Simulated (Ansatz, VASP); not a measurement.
# Two plane-wave programs on SiC (Moissanite 3C)

```
CELL_PARAMETERS angstrom
0.00000 2.17900 2.17900
2.17900 0.00000 2.17900
2.17900 2.17900 0.00000
ATOMIC_POSITIONS crystal
Si 0.00000 0.00000 0.00000
C 0.75000 0.75000 0.75000
```

Alike in both runs: task single point; functional PBE; k mesh 10 × 10 × 10; occupations gaussian, width 0.016 eV; no spin polarisation.

```csv
,VASP,Ansatz
version,VASP 6.6.1,Ansatz 0.2.0
potentials or method,"VASP PAW PBE potentials, release 64 (Si, C)",Ansatz PAW
plane-wave cutoff (eV),520,420
valence electrons in the cell,8,8
```

Ansatz gave:

```
gap on the k mesh at the Fermi level (eV) : 1.36
least direct gap on the mesh (eV)         : 4.55
pressure (GPa)                            : 3.3
```

Task: Estimate VASP's values.

Result: gap on the k mesh at the Fermi level (eV): 1.36; least direct gap on the mesh (eV): 4.54; pressure (GPa): 3.2.

With one functional, cell and mesh, what is left measures potentials, basis and numerics.

A k mesh can miss the band edges.
